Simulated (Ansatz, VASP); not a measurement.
# Two plane-wave programs on Sb

File INCAR:

```
SYSTEM = Sb
PREC = Accurate ; ENCUT = 520
EDIFF = 1E-6 ; ISMEAR = -1
SIGMA = 0.05 ; LREAL = .False.
LASPH = .True. ; NELM = 150
ALGO = Normal ; ISIF = 2
LWAVE = .False. ; LCHARG = .True.
MAGMOM = 0 0 0 ; LORBIT = 11
LSORBIT = .True. ; GGA_COMPAT = .False.
LORBMOM = .True. ; GGA = PS
LVHAR = .True. ; NBANDS = 16
```

File KPOINTS:

```
Automatic mesh
0
Gamma
  12 12 12
  0 0 0
```

The input POSCAR:

```
Sb
1.0
   -1.5765401831      1.5765401831      2.7119384313
    1.5765401831     -1.5765401831      2.7119384313
    1.5765401831      1.5765401831     -2.7119384313
Sb
1
Direct
    0.0000000000      0.0000000000      0.0000000000
```

Contents of input.yaml:

```yaml
crystal:
  lattice:
    - [-1.5765401831, 1.5765401831, 2.7119384313]
    - [1.5765401831, -1.5765401831, 2.7119384313]
    - [1.5765401831, 1.5765401831, -2.7119384313]
  atoms:
    - { symbol: Sb, position: [0.0, 0.0, 0.0] }
hamiltonian:
  xc: pbesol
  pseudopotentials: { kind: paw_fr }
magnetization:
  noncollinear: true
  spin_orbit: true
kpoints:
  mp_grid: { grid: [12, 12, 12] }
  band_path:
    path:
      - [[0.0, 0.0, 0.0], [0.0, 0.0, 0.5], [-0.1689742169, 0.1689742169, 0.5], [-0.3344871084, 0.3344871084, 0.3344871084], [0.0, 0.0, 0.0], [0.5, 0.5, -0.5], [0.3344871084, 0.6655128916, -0.3344871084], [0.0, 0.5, 0.0], [0.25, 0.25, 0.25], [0.5, 0.5, -0.1689742169], [0.5, 0.5, -0.5]]
      - [[0.0, 0.0, 0.5], [0.25, 0.25, 0.25]]
    npoints: 14
scf:
  occupations: { method: fermi_dirac, width: 0.05 }
  n_extra_bands: 6
output:
  forces: true
  stress: true
  eigenvalues: true
  fatbands: true
```

This isn't the form of Sb at room conditions, which is rhombohedral.

Alike in both runs: functional PBEsol; k mesh 12 × 12 × 12; occupations fermi-dirac, width 0.05 eV; non-collinear spin, spin-orbit coupling.

|  | VASP | Ansatz |
| --- | --- | --- |
| version | VASP 6.6.1 | Ansatz 0.2.0 |
| potentials or method | VASP PAW PBE potentials, release 64 (Sb) | Ansatz PAW |
| plane-wave cutoff (eV) | 520 | 420 |
| valence electrons in the cell | 5 | 15 |
| task | single point | band structure |

|  | VASP | Ansatz | Ansatz less VASP |
| --- | --- | --- | --- |
| gap on the k mesh at the Fermi level (eV) | none | none | - |
| pressure (GPa) | -1.1 | -1.1 | -0.01 |
| largest component of the traceless stress (GPa) | 0.44 | 0.38 | -0.065 |
| net moment per atom (μB) | 0.00 | 0.00 | 0.000 |

A gap of «none» marks a metal or a gap that the smearing closes. The two sets of potentials don't hold the same shells in valence.

Caveats: the PAW data sets were made with another functional, which shifts forces and pressure a little (VASP); the PAW data sets come from PBE, with cores solved anew for the run's functional, which leaves a small shift of forces and pressure (Ansatz).
